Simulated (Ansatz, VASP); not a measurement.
**ZrSi6: VASP beside Ansatz**

```xyz
7
Lattice="7.0485 0.0000 0.0000 -3.5242 6.1042 0.0000 0.0000 0.0000 2.9475" Properties=species:S:1:pos:R:3 pbc="T T T"
Zr    0.0000    0.0000    0.0000
Si   -1.2089    4.7674    0.0000
Si    0.0000    2.6735    0.0000
Si    1.2089    4.7674    0.0000
Si    4.7332    1.3368    0.0000
Si    3.5242    3.4307    0.0000
Si    2.3153    1.3368    0.0000
```

Alike in both runs: functional PBE; k mesh 6 × 6 × 4; occupations gaussian, width 0.1 eV; no spin polarisation.

Ansatz relaxed the structure, and its values are those at the end. VASP's run is a single point on that final structure, the one shown.

|  | VASP | Ansatz |
| --- | --- | --- |
| version | VASP 6.6.1 | Ansatz 0.2.0 |
| potentials or method | VASP PAW PBE potentials, release 64 (Zr_sv, Si) | scalar-relativistic, plane waves, PAW |
| plane-wave cutoff (eV) | 520 | 420 |
| valence electrons in the cell | 36 | 36 |

```csv
,VASP,Ansatz,Ansatz less VASP
gap on the k mesh at the Fermi level (eV),none,none,-
pressure (GPa),0.1,0.1,+0.04
```

A gap of «none» marks a metal or a gap that the smearing closes.

Caveats: the k mesh is coarse (spacing up to 0.53 Å⁻¹), so the values aren't converged.
